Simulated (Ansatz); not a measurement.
# Tin, omega (AlB2-type) under RPBE: structure, energy and stiffness, part 2 of 2

The plan for tin in the omega (AlB2-type) structure: relax it, solve it on a dense k-mesh, then scale the cell to 7 volumes from 88 to 112 % of the relaxed one and try a fit of the equation of state. Spin polarisation is left out. The k-meshes are 7×7×10 for the relaxation; 9×9×13 for the dense run; 8×8×11 for the volumes.

Ansatz 0.2.0; DFT, RPBE, plane waves (420 eV) with PAW, scalar-relativistic. Earlier steps stand in the parts before.

## Step 5: At 92 % of the relaxed volume

File input.yaml:

```yaml
crystal:
  lattice:
    - [5.3152876356, 0.0, 0.0]
    - [-2.6576438178, 4.6031741208, 0.0]
    - [0.0, 0.0, 3.2402458745]
  atoms:
    - { symbol: Sn, position: [1.0, 0.0, 0.0] }
    - { symbol: Sn, position: [0.3333333333, 0.6666666667, 0.5] }
    - { symbol: Sn, position: [0.6666666667, 0.3333333333, 0.5] }
hamiltonian:
  xc: rpbe
  pseudopotentials:
    kind: paw
    azcp:
      Sn: "pseudopotentials/Sn.paw.azcp"
basis:
  ecutwfc: 420
  fft_grid_basis: typed
kpoints:
  mp_grid: { grid: [8, 8, 11], shift: [0, 0, 0] }
magnetization:
  spin_polarized: false
scf:
  occupations: { method: fermi_dirac, width: 0.1 }
  lower_state_search: "off"
output:
  stress: true
```

What it wrote (excerpt; [...] marks lines left out):

```text
Warning: RAYON_NUM_THREADS=2 ignored (pool sized by the plan → 2); use --threads N
[...]
Pseudopotentials: kind: paw
Pseudopotential: Sn, paw, valence charge 14, recommended cutoff 420 eV (normal), <dir>
Functional definition: RPBE
[...]
Crystal: 3 atoms, lattice volume = 79.280 Å³
Basis set: ecut = 420 eV, 1553 PW (Γ)
Bands: 25, of which v1, the nominal top of the filled ones, is band 21 counted from 1 (20 counted from 0)
Symmetry: 24 space group operations
Space group: P6/mmm (ITA 191), of the structure as read, at distance tolerance 4.3e-5 Å
k-points: 60 of 704
[...]
SCF iter   1: F=—  HF=-18097.984107 eV  |F-HF|=—  |Δ(HF+E_count)|=         —  Δρ=3.06e-3  dr2=3.96e-3  ethr=1.77e-3  ⟨swp⟩=7.7  Hψ=15183  notcnv=0  defer=28
[...]
SCF iter   6: F=-18097.981780 eV  HF=-18097.981780 eV  |F-HF|=4.85e-9  |Δ(HF+E_count)|=   8.57e-8  Δρ=5.13e-6  dr2=2.21e-8  ethr=2.38e-10  ⟨swp⟩=4.9  Hψ=5965  notcnv=0
[...]
SCF converged after 6 iterations
Free energy (F): -18097.981780 eV
[...]
E sigma→0 (E₀):  -18097.949475 eV
Entropy (-TS):   -0.064610 eV (-21.537 meV/atom)
Fermi energy:    11.386599 eV
[...]
--- Stress (GPa, compression-positive) ---
        5.779085       0.000000       0.000000
       -0.000000       5.779085       0.000000
        0.000000       0.000000       2.583368
  P = ⅓ Tr σ = 4.7138 GPa (47.138 kbar)
```

Run time: 4.6 s. Hardware: 2 threads of an x86-64 CPU, shared host; peak memory 0.45 GiB.

## Step 6: At 96 % of the relaxed volume

input.yaml, as its differences from that of step 5:

```diff
@@ -2,5 +2,5 @@
   lattice:
-    - [5.3152876356, 0.0, 0.0]
-    - [-2.6576438178, 4.6031741208, 0.0]
-    - [0.0, 0.0, 3.2402458745]
+    - [5.3912305764, 0.0, 0.0]
+    - [-2.6956152882, 4.6689426368, 0.0]
+    - [0.0, 0.0, 3.286541356]
   atoms:
```

What it wrote (excerpt; [...] marks lines left out):

```text
Warning: RAYON_NUM_THREADS=2 ignored (pool sized by the plan → 2); use --threads N
[...]
[... 3 set-up lines as earlier in the session ...]
[...]
Crystal: 3 atoms, lattice volume = 82.727 Å³
Basis set: ecut = 420 eV, 1625 PW (Γ)
Bands: 25, of which v1, the nominal top of the filled ones, is band 21 counted from 1 (20 counted from 0)
[... 2 set-up lines as earlier in the session ...]
k-points: 60 of 704
[...]
SCF iter   1: F=—  HF=-18098.058531 eV  |F-HF|=—  |Δ(HF+E_count)|=         —  Δρ=2.79e-3  dr2=3.61e-3  ethr=1.77e-3  ⟨swp⟩=7.7  Hψ=15164  notcnv=0  defer=26
[...]
SCF iter   6: F=-18098.056086 eV  HF=-18098.056086 eV  |F-HF|=1.13e-9  |Δ(HF+E_count)|=   1.34e-7  Δρ=4.57e-6  dr2=1.39e-8  ethr=2.38e-10  ⟨swp⟩=3.0  Hψ=6584  notcnv=0
[...]
SCF converged after 6 iterations
Free energy (F): -18098.056086 eV
[...]
E sigma→0 (E₀):  -18098.024488 eV
Entropy (-TS):   -0.063196 eV (-21.065 meV/atom)
Fermi energy:    10.748905 eV
[...]
--- Stress (GPa, compression-positive) ---
        3.191658       0.000000      -0.000000
        0.000000       3.191658      -0.000000
       -0.000000      -0.000000       0.476091
  P = ⅓ Tr σ = 2.2865 GPa (22.865 kbar)
```

Run time: 4.4 s. Hardware: 2 threads of an x86-64 CPU, shared host; peak memory 0.46 GiB.

## Step 7: At 100 % of the relaxed volume

input.yaml, as its differences from that of step 6:

```diff
@@ -2,5 +2,5 @@
   lattice:
-    - [5.3912305764, 0.0, 0.0]
-    - [-2.6956152882, 4.6689426368, 0.0]
-    - [0.0, 0.0, 3.286541356]
+    - [5.4650922284, 0.0, 0.0]
+    - [-2.7325461142, 4.7329087038, 0.0]
+    - [0.0, 0.0, 3.3315680657]
   atoms:
```

What it wrote (excerpt; [...] marks lines left out):

```text
Warning: RAYON_NUM_THREADS=2 ignored (pool sized by the plan → 2); use --threads N
[...]
[... 3 set-up lines as earlier in the session ...]
[...]
Crystal: 3 atoms, lattice volume = 86.174 Å³
Basis set: ecut = 420 eV, 1673 PW (Γ)
Bands: 25, of which v1, the nominal top of the filled ones, is band 21 counted from 1 (20 counted from 0)
[... 2 set-up lines as earlier in the session ...]
k-points: 60 of 704
[...]
SCF iter   1: F=—  HF=-18098.086294 eV  |F-HF|=—  |Δ(HF+E_count)|=         —  Δρ=2.61e-3  dr2=3.39e-3  ethr=1.77e-3  ⟨swp⟩=7.8  Hψ=15200  notcnv=0  defer=28
[...]
SCF iter   6: F=-18098.083664 eV  HF=-18098.083664 eV  |F-HF|=3.17e-9  |Δ(HF+E_count)|=   3.00e-8  Δρ=5.04e-6  dr2=1.55e-8  ethr=2.38e-10  ⟨swp⟩=4.9  Hψ=5998  notcnv=0
[...]
SCF converged after 6 iterations
Free energy (F): -18098.083664 eV
[...]
E sigma→0 (E₀):  -18098.052809 eV
Entropy (-TS):   -0.061709 eV (-20.570 meV/atom)
Fermi energy:    10.163384 eV
[...]
--- Stress (GPa, compression-positive) ---
        1.108116       0.000000      -0.000000
       -0.000000       1.108116       0.000000
       -0.000000       0.000000      -1.170484
  P = ⅓ Tr σ = 0.3486 GPa (3.486 kbar)
```

Run time: 5.6 s. Hardware: 2 threads of an x86-64 CPU, shared host; peak memory 0.45 GiB.

## Step 8: At 104 % of the relaxed volume

input.yaml, as its differences from that of step 7:

```diff
@@ -2,5 +2,5 @@
   lattice:
-    - [5.4650922284, 0.0, 0.0]
-    - [-2.7325461142, 4.7329087038, 0.0]
-    - [0.0, 0.0, 3.3315680657]
+    - [5.5370095839, 0.0, 0.0]
+    - [-2.768504792, 4.7951909607, 0.0]
+    - [0.0, 0.0, 3.3754095152]
   atoms:
```

What it wrote (excerpt; [...] marks lines left out):

```text
Warning: RAYON_NUM_THREADS=2 ignored (pool sized by the plan → 2); use --threads N
[...]
[... 3 set-up lines as earlier in the session ...]
[...]
Crystal: 3 atoms, lattice volume = 89.621 Å³
Basis set: ecut = 420 eV, 1763 PW (Γ)
Bands: 25, of which v1, the nominal top of the filled ones, is band 21 counted from 1 (20 counted from 0)
[... 1 set-up line as earlier in the session ...]
Space group: P6/mmm (ITA 191), of the structure as read, at distance tolerance 4.5e-5 Å
k-points: 60 of 704
[...]
SCF iter   1: F=—  HF=-18098.076360 eV  |F-HF|=—  |Δ(HF+E_count)|=         —  Δρ=2.57e-3  dr2=3.41e-3  ethr=1.77e-3  ⟨swp⟩=8.0  Hψ=15230  notcnv=0  defer=24
[...]
SCF iter   6: F=-18098.073867 eV  HF=-18098.073867 eV  |F-HF|=2.38e-9  |Δ(HF+E_count)|=   8.55e-9  Δρ=4.95e-6  dr2=1.71e-8  ethr=2.38e-10  ⟨swp⟩=4.8  Hψ=5968  notcnv=0
[...]
SCF converged after 6 iterations
Free energy (F): -18098.073867 eV
[...]
E sigma→0 (E₀):  -18098.043699 eV
Entropy (-TS):   -0.060336 eV (-20.112 meV/atom)
Fermi energy:    9.623611 eV
[...]
--- Stress (GPa, compression-positive) ---
       -0.571954       0.000000       0.000000
        0.000000      -0.571954       0.000000
        0.000000       0.000000      -2.462812
  P = ⅓ Tr σ = -1.2022 GPa (-12.022 kbar)
```

Run time: 4.3 s. Hardware: 2 threads of an x86-64 CPU, shared host; peak memory 0.47 GiB.

## Step 9: At 108 % of the relaxed volume

input.yaml, as its differences from that of step 8:

```diff
@@ -2,5 +2,5 @@
   lattice:
-    - [5.5370095839, 0.0, 0.0]
-    - [-2.768504792, 4.7951909607, 0.0]
-    - [0.0, 0.0, 3.3754095152]
+    - [5.6071057542, 0.0, 0.0]
+    - [-2.8035528771, 4.8558960248, 0.0]
+    - [0.0, 0.0, 3.4181407542]
   atoms:
```

What it wrote (excerpt; [...] marks lines left out):

```text
Warning: RAYON_NUM_THREADS=2 ignored (pool sized by the plan → 2); use --threads N
[...]
[... 3 set-up lines as earlier in the session ...]
[...]
Crystal: 3 atoms, lattice volume = 93.068 Å³
Basis set: ecut = 420 eV, 1811 PW (Γ)
Bands: 25, of which v1, the nominal top of the filled ones, is band 21 counted from 1 (20 counted from 0)
[... 2 set-up lines as earlier in the session ...]
k-points: 60 of 704
[...]
SCF iter   1: F=—  HF=-18098.036483 eV  |F-HF|=—  |Δ(HF+E_count)|=         —  Δρ=2.54e-3  dr2=3.46e-3  ethr=1.77e-3  ⟨swp⟩=8.0  Hψ=15303  notcnv=0  defer=21
[...]
SCF iter   6: F=-18098.034146 eV  HF=-18098.034146 eV  |F-HF|=4.47e-10  |Δ(HF+E_count)|=   4.38e-9  Δρ=4.89e-6  dr2=1.97e-8  ethr=2.38e-10  ⟨swp⟩=4.9  Hψ=5974  notcnv=0
[...]
SCF converged after 6 iterations
Free energy (F): -18098.034146 eV
[...]
E sigma→0 (E₀):  -18098.004557 eV
Entropy (-TS):   -0.059177 eV (-19.726 meV/atom)
Fermi energy:    9.124250 eV
[...]
--- Stress (GPa, compression-positive) ---
       -1.926442       0.000000       0.000000
        0.000000      -1.926442       0.000000
        0.000000       0.000000      -3.479727
  P = ⅓ Tr σ = -2.4442 GPa (-24.442 kbar)
```

Run time: 3.3 s. Hardware: 2 threads of an x86-64 CPU, shared host; peak memory 0.47 GiB.

## Step 10: At 112 % of the relaxed volume

input.yaml, as its differences from that of step 9:

```diff
@@ -2,5 +2,5 @@
   lattice:
-    - [5.6071057542, 0.0, 0.0]
-    - [-2.8035528771, 4.8558960248, 0.0]
-    - [0.0, 0.0, 3.4181407542]
+    - [5.6754918324, 0.0, 0.0]
+    - [-2.8377459162, 4.9151201058, 0.0]
+    - [0.0, 0.0, 3.4598295062]
   atoms:
```

What it wrote (excerpt; [...] marks lines left out):

```text
Warning: RAYON_NUM_THREADS=2 ignored (pool sized by the plan → 2); use --threads N
[...]
[... 3 set-up lines as earlier in the session ...]
[...]
Crystal: 3 atoms, lattice volume = 96.514 Å³
Basis set: ecut = 420 eV, 1895 PW (Γ)
Bands: 25, of which v1, the nominal top of the filled ones, is band 21 counted from 1 (20 counted from 0)
[... 1 set-up line as earlier in the session ...]
Space group: P6/mmm (ITA 191), of the structure as read, at distance tolerance 4.6e-5 Å
k-points: 60 of 704
[...]
SCF iter   1: F=—  HF=-18097.972716 eV  |F-HF|=—  |Δ(HF+E_count)|=         —  Δρ=2.50e-3  dr2=3.63e-3  ethr=1.77e-3  ⟨swp⟩=7.9  Hψ=15327  notcnv=0  defer=21
[...]
SCF iter   6: F=-18097.970477 eV  HF=-18097.970477 eV  |F-HF|=5.02e-9  |Δ(HF+E_count)|=   1.63e-8  Δρ=4.68e-6  dr2=2.09e-8  ethr=2.38e-10  ⟨swp⟩=4.9  Hψ=5914  notcnv=0
[...]
SCF converged after 6 iterations
Free energy (F): -18097.970477 eV
[...]
E sigma→0 (E₀):  -18097.941335 eV
Entropy (-TS):   -0.058284 eV (-19.428 meV/atom)
Fermi energy:    8.660956 eV
[...]
--- Stress (GPa, compression-positive) ---
       -3.016896      -0.000000       0.000000
       -0.000000      -3.016896       0.000000
        0.000000       0.000000      -4.279941
  P = ⅓ Tr σ = -3.4379 GPa (-34.379 kbar)
```

Run time: 3.4 s. Hardware: 2 threads of an x86-64 CPU, shared host; peak memory 0.47 GiB.

## Step 11: The equation of state

All volumes keep the relaxed shape and fractional coordinates.

```csv
V (Å³/atom),E − E₀ (meV/atom),P from the stress (GPa),P from the fit (GPa)
25.278,79.3,7.77,7.78
26.427,34.8,4.71,4.74
27.576,9.7,2.29,2.32
28.725,0.3,0.35,0.38
29.874,3.3,-1.20,-1.17
31.023,16.4,-2.44,-2.42
32.171,37.5,-3.44,-3.42
```

A third-order Birch-Murnaghan fit gives V₀ = 28.985 Å³/atom, B₀ = 42 GPa and B₀′ = 4.6; it misses no point by more than 0.01 meV/atom.

## Step 12: Outcome

What follows sums up all 2 parts.

| quantity | value |
| --- | --- |
| space group (spins left aside) | P6/mmm (No. 191) |
| conventional cell | a = 5.465 Å, c = 3.332 Å (c/a = 0.610) |
| volume | 28.725 Å³/atom |
| shortest distance | 3.155 Å |
| gap on the mesh | none (levels filled in part) |
| relative to alpha-Sn (diamond) | +106 meV/atom |
| V₀, B₀, B₀′ | 28.985 Å³/atom, 42 GPa, 4.6 |

What this shows: From the guessed start the volume grew by 2.5 % in 5 steps. It lies 106 meV/atom above the element's reference form at the same level (alpha-Sn (diamond), from a run of its own). No gap shows: it is a metal or semimetal at this level. B₀ comes out at 42 GPa; letting shape and positions relax at each volume could only lower it. The symmetry was held, so the structure may be unstable against distortions that break it.
